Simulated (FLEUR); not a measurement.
# Pb (Fm-3m) in FLEUR: a series of runs

Runs on Pb. Level: revPBE. Tasks: band structure, equation of state.

Everything below comes from runs of FLEUR MaX-R8.1 (patched build s14). Logs are shortened: lines on timing, memory, paths and dates and some standing lists are left out, and cuts for length are marked.

## Step 1: The structure

It takes space group Fm-3m (No. 225, cubic). The conventional cell has a = 4.950 Å, b = 4.950 Å, c = 4.950 Å, α = 90.00°, β = 90.00°, γ = 90.00°. Pb (site symmetry m-3m) is surrounded by 12 Pb at 3.50 Å.

## Step 2: Band structure, revPBE

Input file inp.xml:

```xml
<?xml version="1.0" encoding="UTF-8" standalone="no"?>
<fleurInput fleurInputVersion="0.39">
   <comment>
      Pb                                                                                                  
   </comment>
   <calculationSetup>
      <cutoffs Kmax="3.8" Gmax="11.8" GmaxXC="11.8" numbands="0"/>
      <scfLoop itmax="60" minDistance="0.00001" maxIterBroyd="15" imix="Anderson" alpha="0.05" precondParam="0.0" spinf="2.0"/>
      <coreElectrons ctail="T" frcor="F" kcrel="0" coretail_lmax="0"/>
      <xcFunctional name="rpbe" relativisticCorrections="F"/>
      <magnetism jspins="1"/>
      <soc l_soc="F" theta="0.0" phi="0.0" spav="F"/>
      <expertModes spex="0" secvar="F"/>
      <geometryOptimization l_f="F" forcealpha="1.0" forcemix="BFGS" epsdisp="0.00001" epsforce="0.00001"/>
      <ldaU l_linMix="F" mixParam="0.05" spinf="1.0"/>
   </calculationSetup>
   <cell>
      <bzIntegration valenceElectrons="20.0" mode="hist" fermiSmearingEnergy="0.00183747">
         <kPointListSelection listName="default-1"/>
         <!-- k-points included here -->
         <xi:include xmlns:xi="http://www.w3.org/2001/XInclude" href="kpts.xml"> </xi:include>
      </bzIntegration>
      <!-- symmetry operations included here -->
      <xi:include xmlns:xi="http://www.w3.org/2001/XInclude" href="sym.xml"> </xi:include>
      <bulkLattice scale="1.0">
         <bravaisMatrix>
            <row-1>    0.0000000000000000     4.6771099529074922     4.6771099529074922</row-1>
            <row-2>    4.6771099529074922     0.0000000000000000     4.6771099529074922</row-2>
            <row-3>    4.6771099529074922     4.6771099529074922     0.0000000000000000</row-3>
         </bravaisMatrix>
      </bulkLattice>
   </cell>
   <atomSpecies>
      <species name="Lead (Pb)" element="Pb" atomicNumber="82">
         <mtSphere radius="2.66" gridPoints="879" logIncrement="0.015"/>
         <atomicCutoffs lmax="11" lnonsphr="8"/>
         <electronConfig flipSpins="F">
            <coreConfig>(1s1/2) (2s1/2) (2p1/2) (2p3/2) (3s1/2) (3p1/2) (3p3/2) (4s1/2) (3d3/2) (3d5/2) (4p1/2) (4p3/2) (4d3/2) (4d5/2) (4f5/2) (4f7/2) (5s1/2)</coreConfig>
            <valenceConfig>(5p1/2) (5p3/2) (6s1/2) (5d3/2) (5d5/2) (6p1/2) (6p3/2)</valenceConfig>
            <stateOccupation state="(6p1/2)" spinUp="0.333333" spinDown="0.333333"/>
            <stateOccupation state="(6p3/2)" spinUp="0.666667" spinDown="0.666667"/>
         </electronConfig>
         <energyParameters s="6" p="6" d="5" f="5"/>
         <lo type="SCLO" l="1" n="5" eDeriv="0"/>
         <lo type="SCLO" l="1" n="5" eDeriv="1"/>
         <lo type="SCLO" l="0" n="6" eDeriv="2"/>
         <lo type="SCLO" l="2" n="5" eDeriv="2"/>
         <lo type="SCLO" l="3" n="5" eDeriv="2"/>
      </species>
   </atomSpecies>
   <atomGroups>
      <atomGroup species="Lead (Pb)">
         <relPos label="                   1">.0000000000 .0000000000 .0000000000</relPos>
         <force calculate="T" relaxXYZ="TTT"/>
      </atomGroup>
   </atomGroups>
   <output dos="F" band="F" slice="F">
      <checks vchk="F" cdinf="F"/>
      <bandDOS minEnergy="-.5*Htr" maxEnergy="0.5*Htr" sigma="0.015" storeEVData="T"/>
      <vacuumDOS vacdos="F" integ="F" star="F" nstars="0" locx1="0.0" locy1="0.0" locx2="0.0" locy2="0.0" nstm="0" tworkf="0.0"/>
      <unfoldingBand unfoldBand="F" supercellX="1" supercellY="1" supercellZ="1"/>
      <plotting iplot="0" polar="F">
         <plot TwoD="T" vec1="  1.0  0.0  0.0" vec2="  0.0  1.0  0.0" vec3="  0.0  0.0  1.0" zero="  0.0  0.0  0.0" file="plot"/>
      </plotting>
      <chargeDensitySlicing numkpt="0" minEigenval="0.0" maxEigenval="0.0" nnne="0" pallst="F"/>
      <specialOutput eonly="F"/>
      <magneticCircularDichroism mcd="F" energyLo="-10.0" energyUp="0.0"/>
   </output>
  <!-- We include the file relax.xml here to enable relaxations (see documentation) -->
  <xi:include xmlns:xi="http://www.w3.org/2001/XInclude" href="relax.xml"> <xi:fallback/> </xi:include>
</fleurInput>
```

Input file crystal.txt:

```
Pb
&input cartesian=F /
0.0000000000  2.4750200000  2.4750200000
2.4750200000  0.0000000000  2.4750200000
2.4750200000  2.4750200000  0.0000000000
1.8897261246
1.0 1.0 1.0

1
82 0.0000000000  0.0000000000  0.0000000000

&kpt div1=9 div2=9 div3=9 gamma=T /
```

Input file inp.xml (bands):

```
<?xml version="1.0" encoding="UTF-8" standalone="no"?>
<fleurInput fleurInputVersion="0.39">
   <comment>
      Pb                                                                                                  
   </comment>
   <calculationSetup>
      <cutoffs Kmax="3.8" Gmax="11.8" GmaxXC="11.8" numbands="0"/>
      <scfLoop itmax="60" minDistance="0.00001" maxIterBroyd="15" imix="Anderson" alpha="0.05" precondParam="0.0" spinf="2.0"/>
      <coreElectrons ctail="T" frcor="F" kcrel="0" coretail_lmax="0"/>
      <xcFunctional name="rpbe" relativisticCorrections="F"/>
      <magnetism jspins="1"/>
      <soc l_soc="F" theta="0.0" phi="0.0" spav="F"/>
      <expertModes spex="0" secvar="F"/>
      <geometryOptimization l_f="F" forcealpha="1.0" forcemix="BFGS" epsdisp="0.00001" epsforce="0.00001"/>
      <ldaU l_linMix="F" mixParam="0.05" spinf="1.0"/>
   </calculationSetup>
   <cell>
      <bzIntegration valenceElectrons="20.0" mode="hist" fermiSmearingEnergy="0.00183747">
         <kPointListSelection listName="path-1"/>
         <!-- k-points included here -->
         <xi:include xmlns:xi="http://www.w3.org/2001/XInclude" href="kpts.xml"> </xi:include>
      </bzIntegration>
      <!-- symmetry operations included here -->
      <xi:include xmlns:xi="http://www.w3.org/2001/XInclude" href="sym.xml"> </xi:include>
      <bulkLattice scale="1.0">
         <bravaisMatrix>
            <row-1>    0.0000000000000000     4.6771099529074922     4.6771099529074922</row-1>
            <row-2>    4.6771099529074922     0.0000000000000000     4.6771099529074922</row-2>
            <row-3>    4.6771099529074922     4.6771099529074922     0.0000000000000000</row-3>
         </bravaisMatrix>
      </bulkLattice>
   </cell>
   <atomSpecies>
      <species name="Lead (Pb)" element="Pb" atomicNumber="82">
         <mtSphere radius="2.66" gridPoints="879" logIncrement="0.015"/>
         <atomicCutoffs lmax="11" lnonsphr="8"/>
         <electronConfig flipSpins="F">
            <coreConfig>(1s1/2) (2s1/2) (2p1/2) (2p3/2) (3s1/2) (3p1/2) (3p3/2) (4s1/2) (3d3/2) (3d5/2) (4p1/2) (4p3/2) (4d3/2) (4d5/2) (4f5/2) (4f7/2) (5s1/2)</coreConfig>
            <valenceConfig>(5p1/2) (5p3/2) (6s1/2) (5d3/2) (5d5/2) (6p1/2) (6p3/2)</valenceConfig>
            <stateOccupation state="(6p1/2)" spinUp="0.333333" spinDown="0.333333"/>
            <stateOccupation state="(6p3/2)" spinUp="0.666667" spinDown="0.666667"/>
         </electronConfig>
         <energyParameters s="6" p="6" d="5" f="5"/>
         <lo type="SCLO" l="1" n="5" eDeriv="0"/>
         <lo type="SCLO" l="1" n="5" eDeriv="1"/>
         <lo type="SCLO" l="0" n="6" eDeriv="2"/>
         <lo type="SCLO" l="2" n="5" eDeriv="2"/>
         <lo type="SCLO" l="3" n="5" eDeriv="2"/>
      </species>
   </atomSpecies>
   <atomGroups>
      <atomGroup species="Lead (Pb)">
         <relPos label="                   1">.0000000000 .0000000000 .0000000000</relPos>
         <force calculate="T" relaxXYZ="TTT"/>
      </atomGroup>
   </atomGroups>
   <output dos="F" band="T" slice="F">
      <checks vchk="F" cdinf="F"/>
      <bandDOS minEnergy="-.5*Htr" maxEnergy="0.5*Htr" sigma="0.015" storeEVData="T"/>
      <vacuumDOS vacdos="F" integ="F" star="F" nstars="0" locx1="0.0" locy1="0.0" locx2="0.0" locy2="0.0" nstm="0" tworkf="0.0"/>
      <unfoldingBand unfoldBand="F" supercellX="1" supercellY="1" supercellZ="1"/>
      <plotting iplot="0" polar="F">
         <plot TwoD="T" vec1="  1.0  0.0  0.0" vec2="  0.0  1.0  0.0" vec3="  0.0  0.0  1.0" zero="  0.0  0.0  0.0" file="plot"/>
      </plotting>
      <chargeDensitySlicing numkpt="0" minEigenval="0.0" maxEigenval="0.0" nnne="0" pallst="F"/>
      <specialOutput eonly="F"/>
      <magneticCircularDichroism mcd="F" energyLo="-10.0" energyUp="0.0"/>
   </output>
  <!-- We include the file relax.xml here to enable relaxations (see documentation) -->
  <xi:include xmlns:xi="http://www.w3.org/2001/XInclude" href="relax.xml"> <xi:fallback/> </xi:include>
</fleurInput>
```

Potentials or basis: all-electron, FLAPW.

The run is started by

```bash
$ inpgen -f crystal.txt -profile fastHighL
$ # inp.xml edited to the form shown
$ fleur
$ fleur   # second run, on inp.xml (bands)
```

The program printed:

```text
Welcome to FLEUR        (www.flapw.de)
      MaX-Release 8.1          (www.max-centre.eu)

 ========== k-point set info ==========
 Selected k-point list: default-1
 k-point list type: mesh
 9 x 9 x 9
 Number of k points: 35

 ------------Calculation Setup---------------------------
 Number of OMP-threads    :            1
 Number of basis functions:          233
 Approximate size of matrices (H+S) per k-point:         0.001 GB
 --------------------------------------------------------
 Iteration:     1   Distance:      10.78914630 me/bohr^3
 Iteration:     2   Distance:      10.15905230 me/bohr^3
 Iteration:     3   Distance:       3.10002182 me/bohr^3
 Iteration:     4   Distance:       0.21749448 me/bohr^3
 Iteration:     5   Distance:       0.21592121 me/bohr^3
 Iteration:     6   Distance:       0.04576925 me/bohr^3
 Iteration:     7   Distance:       0.00308224 me/bohr^3
 Iteration:     8   Distance:       0.00328809 me/bohr^3
 Iteration:     9   Distance:       0.00034455 me/bohr^3
 Iteration:    10   Distance:       0.00008782 me/bohr^3
 Iteration:    11   Distance:       0.00001297 me/bohr^3
 Iteration:    12   Distance:       0.00000077 me/bohr^3

 ********************************************************************
 Run finished successfully
 Stop message:
   all done
 ********************************************************************
```

output (bands):

```text
Welcome to FLEUR        (www.flapw.de)
      MaX-Release 8.1          (www.max-centre.eu)

 ========== k-point set info ==========
 Selected k-point list: path-1
 k-point list type: path
 Number of k points: 60

 ------------Calculation Setup---------------------------
 Number of OMP-threads    :            1
 Number of basis functions:          235
 Approximate size of matrices (H+S) per k-point:         0.001 GB
 --------------------------------------------------------
 Fermi energy correction for metals:
 Fermi energy in bands.* files may not be consistent with last density.
 Please correct it manually (e.g. in band.gnu file).

 Note: Band structure data (together with different weights) is also stored in the banddos.hdf file.
       A convenient way of extracting and plotting the data from that file is by making use of the

 ********************************************************************
 Run finished successfully
 Stop message:
   Charge density postprocessing done.
 ********************************************************************
```

out.xml (last iteration):

```text
<iteration numberForCurrentRun="   12" overallNumber="   12">
         <energyParameters units="Htr">
            <atomicEP atomType="1" spin="1" branch="6s" branchLowest="-4.84" branchHighest="0.60" value="-0.0333076093"/>
            <atomicEP atomType="1" spin="1" branch="6p" branchLowest="-2.70" branchHighest="1.43" value="0.2471385801"/>
            <atomicEP atomType="1" spin="1" branch="5d" branchLowest="-14.30" branchHighest="-0.27" value="-0.3000682989"/>
            <atomicEP atomType="1" spin="1" branch="5f" branchLowest="-4.44" branchHighest="1.89" value="0.5857341216"/>
            <loAtomicEP atomType="1" spin="1" branch="5p" branchLowest="-23.23" branchHighest="-2.70" value="-2.7044669891"/>
            <loAtomicEP atomType="1" spin="1" branch="5p" branchLowest="-23.23" branchHighest="-2.70" value="-2.7044669891"/>
            <loAtomicEP atomType="1" spin="1" branch="6s" branchLowest="-4.84" branchHighest="0.60" value="-0.0333076093"/>
            <loAtomicEP atomType="1" spin="1" branch="5d" branchLowest="-14.30" branchHighest="-0.27" value="-0.3378793018"/>
            <loAtomicEP atomType="1" spin="1" branch="5f" branchLowest="-4.44" branchHighest="1.89" value="0.5857125410"/>
         </energyParameters>
         <eigenvalues>
            <eigenvaluesAt spin="1" ikpt="1" k_x="0.00000000" k_y="0.00000000" k_z="0.00000000">
                      -2.7034777602       -2.7034777602       -2.7034777602       -0.3392578946       -0.3392578946
                      -0.3392578946       -0.3341355869       -0.3341355869       -0.1419352432        0.5635242464
                       0.5635242464        0.5635242464        0.6472800806        0.7059779635        0.7492043475
                       0.7492043475
            </eigenvaluesAt>
            <eigenvaluesAt spin="1" ikpt="2" k_x="0.00000000" k_y="0.00000000" k_z="0.11111111">
                      -2.7034911052       -2.7034795895       -2.7034795895       -0.3392703798       -0.3386479558
                      -0.3386479558       -0.3341347072       -0.3341347072       -0.1331835569        0.4759693733
                       0.5531017251        0.5531017251        0.6332175760        0.7418863979        0.7678254963
                       0.7678254963
[... 10 lines left out ...]
                       0.5099076346        0.5099076346        0.6173660992        0.6771903925        0.7205871596
                       0.7205871596
            </eigenvaluesAt>
         </eigenvalues>
         <bandgap value="0.1193076135" units="eV"/>
         <sumValenceSingleParticleEnergies value="-19.1700869178" units="Htr"/>
         <FermiEnergy value="0.2847613966" units="Htr"/>
         <valenceDensity>
            <mtCharges spin="1">
               <mtCharge atomType="1" total="18.0177726" s="1.4155753" p="6.7668922" d="9.8259441" f="0.0083977"/>
            </mtCharges>
            <spinDependentCharge spin="1" total="20.0000000" interstitial="1.9822274" mtSpheres="18.0177726"/>
            <totalCharge value="20.0000000000"/>
         </valenceDensity>
         <coreStates atomType="     1" atomicNumber=" 82" spin="1" kinEnergy="  24109.4011653489" eigValSum=" -12921.6419425911" lostElectrons=" 0.000046">
            <state n="1" l="0" j="0.5" energy="-3232.9528428732" weight="1.0000000000"/>
            <state n="2" l="0" j="0.5" energy="-577.3904598649" weight="1.0000000000"/>
            <state n="2" l="1" j="0.5" energy="-554.3593393719" weight="1.0000000000"/>
            <state n="2" l="1" j="1.5" energy="-473.8810939701" weight="2.0000000000"/>
            <state n="3" l="0" j="0.5" energy="-138.2621631110" weight="1.0000000000"/>
            <state n="3" l="1" j="0.5" energy="-127.8926055947" weight="1.0000000000"/>
[... 9 lines left out ...]
            <state n="4" l="3" j="3.5" energy="-4.3571706812" weight="4.0000000000"/>
            <state n="5" l="0" j="0.5" energy="-4.8446274600" weight="1.0000000000"/>
         </coreStates>
         <allElectronCharges>
            <spinDependentCharge spin="1" total="82.0000000" interstitial="1.9822731" mtSpheres="80.0177269"/>
            <totalCharge value="82.0000000006"/>
         </allElectronCharges>
         <totalEnergy                                    value="   -20928.6777975384" units="Htr">
            <sumOfEigenvalues                            value="   -12940.8120295089">
               <coreElectrons value="-12921.6419425911"/>
               <valenceElectrons value="-19.1700869178"/>
            </sumOfEigenvalues>
            <densityCoulombPotentialIntegral value="-36797.1311213531"/>
            <densityEffectivePotentialIntegral value="-37308.0491327116"/>
            <chargeDenXCDenIntegral value="-390.7218909388"/>
            <FockExchangeEnergyValence value="0.0000000000"/>
            <FockExchangeEnergyCore value="0.0000000000"/>
            <atomTypeDependentContributions atomType="1">
               <electronNucleiInteractionDifferentMTs value="26466.2622900651"/>
               <MadelungTerm value="-40.3651590606"/>
            </atomTypeDependentContributions>
            <tkbTimesEntropy value="0.0001137983"/>
            <freeEnergy value="-20928.6779113367"/>
            <extrapolationTo0K value="-20928.6778544375"/>
         </totalEnergy>
         <densityConvergence units="me/bohr^3">
            <chargeDensity spin="1" distance="0.0000007676"/>
         </densityConvergence>
      </iteration>
```

It took 10 s on 1 thread of Intel Xeon Platinum 8488C (Sapphire Rapids), shared host; peak memory 0.06 GiB.

Results:

| Quantity | Value |
| --- | --- |
| Free energy | -569498.3383 eV |
| Band gap along the path | none (metal or under the smearing width) |
| Valence electrons inside the program's atomic spheres | Pb 18.02 (radii Pb 2.66 bohr) |

Levels at the corners of the path, in eV from the Fermi level:
```tsv
point	band 6	band 7	band 8	band 9	band 10	band 11	band 12	band 13	band 14	band 15
Γ	-16.98	-16.84	-16.84	-11.61	7.59	7.59	7.59	9.86	11.46	12.64
X	-16.72	-16.67	-16.67	-6.56	-3.13	2.20	2.20	5.50	6.77	18.29
W	-16.92	-16.79	-16.67	-6.45	-1.23	-1.23	0.40	11.01	12.30	12.30
K	-16.78	-16.77	-16.71	-6.64	-2.14	-1.09	3.13	6.59	11.49	16.34
Γ	-16.98	-16.84	-16.84	-11.61	7.59	7.59	7.59	9.86	11.46	12.64
L	-16.97	-16.71	-16.71	-7.98	-4.07	5.74	5.74	9.35	9.60	11.35
U	-16.78	-16.77	-16.71	-6.64	-2.14	-1.09	3.13	6.59	11.49	16.34
W	-16.92	-16.79	-16.67	-6.45	-1.23	-1.23	0.40	11.01	12.30	12.30
L	-16.97	-16.71	-16.71	-7.98	-4.07	5.74	5.74	9.35	9.60	11.35
K	-16.78	-16.77	-16.71	-6.64	-2.14	-1.09	3.13	6.59	11.49	16.34
U	-16.78	-16.77	-16.71	-6.64	-2.14	-1.09	3.13	6.59	11.49	16.34
X	-16.72	-16.67	-16.67	-6.56	-3.13	2.20	2.20	5.50	6.77	18.29
```

Core levels (eV from the Fermi level):
```
atom                                                                                                                                                                                                                                                     levels
1 Pb  1s1/2 -87980.9, 2s1/2 -15719.3, 2p1/2 -15092.6, 2p3/2 -12902.7, 3s1/2 -3770.1, 3p1/2 -3487.9, 3p3/2 -2999.2, 4s1/2 -850.6, 3d3/2 -2536.8, 3d5/2 -2432.8, 4p1/2 -728.5, 4p3/2 -608.9, 4d3/2 -410.5, 4d5/2 -388.2, 4f5/2 -131.3, 4f7/2 -126.3, 5s1/2 -139.6
```

Caveat: spin-orbit coupling is left out, which moves the levels of the heavy elements.

[end of part 1 of 2]
